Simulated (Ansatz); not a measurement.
A run of Ansatz 0.2.0 is set up as follows.

The input input.yaml:

```yaml
crystal:
  lattice:
    - [2.4705617809, 0.0, 0.0]
    - [-1.2352808905, 2.1395692639, 0.0]
    - [0.0, 0.0, 8.0882338]
  atoms:
    - { symbol: Co, position: [0.6666666667, 0.3333333333, 0.75] }
    - { symbol: Co, position: [0.0, 0.0, 0.5] }
    - { symbol: Co, position: [0.3333333333, 0.6666666667, 0.25] }
    - { symbol: Co, position: [0.0, 0.0, 0.0] }
hamiltonian:
  xc: pbe
  pseudopotentials: { kind: paw }
kpoints:
  mp_grid: { grid: [12, 12, 4] }
scf:
  occupations: { method: fermi_dirac, width: 0.05 }
output:
  forces: true
  stress: true
  eigenvalues: true
```

Potentials or basis: Ansatz PAW.

Launch:

```bash
$ ansatz run input.yaml --threads 2 --pin off --max-ram 5632MiB --backend cpu --events-out ev --progress --plain --runs-dir out
```

(1) What does it give for the band gap on the k mesh?

(2) Predict the pressure.

## Answers

(1) none (metal or under the smearing width).

(2) -8.3 GPa.

Caveat: the run has no spin polarisation, though such a crystal can be magnetic.
